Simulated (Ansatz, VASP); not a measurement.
## Two plane-wave programs on Ti

File INCAR:

```
SYSTEM = Ti
  ALGO = Normal
  EDIFF = 1E-6
  ENCUT = 520
  GGA = PS
  ISIF = 2
  ISMEAR = -1
  LASPH = .TRUE.
  LCHARG = .TRUE.
  LELF = .TRUE.
  LREAL = .FALSE.
  LVHAR = .TRUE.
  LWAVE = .FALSE.
  NBANDS = 12
  NELM = 100
  PREC = Accurate
  SIGMA = 0.1
```

Contents of KPOINTS:

```
k-points
0
G
  15 15 15
  0 0 0
```

POSCAR

```
Ti
1.0
   -1.6070179957      1.6070179957      1.6070179957
    1.6070179957     -1.6070179957      1.6070179957
    1.6070179957      1.6070179957     -1.6070179957
Ti
1
Direct
    0.0000000000      0.0000000000      0.0000000000
```

Input for Ansatz:

```yaml
crystal:
  lattice:
    - [-1.6070179957, 1.6070179957, 1.6070179957]
    - [1.6070179957, -1.6070179957, 1.6070179957]
    - [1.6070179957, 1.6070179957, -1.6070179957]
  atoms:
    - { symbol: Ti, position: [0.0, 0.0, 0.0] }
hamiltonian:
  xc: pbesol
  pseudopotentials:
    kind: paw
    azcp:
      Ti: "pseudopotentials/Ti.paw.azcp"
basis:
  ecutwfc: 420
  fft_grid_basis: typed
kpoints:
  mp_grid: { grid: [15, 15, 15], shift: [0, 0, 0] }
magnetization:
  spin_polarized: false
scf:
  occupations: { method: fermi_dirac, width: 0.1 }
  lower_state_search: "off"
output:
  stress: true
```

Alike in both runs: task single point; functional PBEsol; k mesh 15 × 15 × 15; occupations fermi-dirac, width 0.1 eV; no spin polarisation.

|  | VASP | Ansatz |
| --- | --- | --- |
| version | VASP 6.6.1 | Ansatz 0.2.0 |
| potentials or method | VASP PAW PBE potentials, release 64 (Ti_sv) | plane waves (420 eV) with PAW, scalar-relativistic |
| plane-wave cutoff (eV) | 520 | 420 |
| valence electrons in the cell | 12 | 12 |

VASP gave:

```
pressure (GPa) : -0.3
```

**Question.** Estimate Ansatz's values.

**Answer.** Pressure (GPa): 0.0.

Ansatz warned: «pseudo_functional_mismatch».

Caveats: the PAW data sets were made with another functional, which shifts forces and pressure a little (VASP).
